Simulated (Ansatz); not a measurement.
## Al under changes of volume

One of the cells (16.603 Å³/atom); the others are scaled copies at fixed shape and fractional positions:

```
Al
1.0
     0.00000    2.02481    2.02481
     2.02481    0.00000    2.02481
     2.02481    2.02481    0.00000
Al
1
Direct
  0.00000 0.00000 0.00000
```

| Property | Result |
| --- | --- |
| Program | Ansatz 0.2.0 |
| Functional | PBEsol |
| Potentials or basis | all-electron LAPW, scalar-relativistic |
| Cutoff | 130 eV (chosen from the basis error) |
| Basis error allowed | 0.001 eV/atom |
| k mesh | 11 × 11 × 11 |
| Occupations | fermi-dirac, width 0.05 eV |
| Spin | no spin polarisation |

```csv
volume (Å³/atom),energy over the lowest point (meV/atom),pressure (GPa)
15.607,5.95,3.4
15.939,1.04,1.4
16.271,0.00,-0.3
16.603,2.40,-1.9
16.935,7.91,-3.3
17.267,16.18,-4.6
17.599,?,?
```

**Question.** What does the run at 17.599 Å³/atom give?

**Answer.** Energy over the lowest point 26.92 meV/atom; pressure -5.7 GPa.

Worked out: A Birch-Murnaghan fit of order 3 (a polynomial in V^(-2/3)) to the other rows has its minimum at 16.20 Å³/atom with B0 = V·E''(V) = 83 GPa and B' = 4.4. It gives 26.93 meV/atom at 17.599 Å³/atom, against the run's 26.92, and -dE/dV = -5.7 GPa, against -5.7.

Energies are extrapolated to zero smearing.
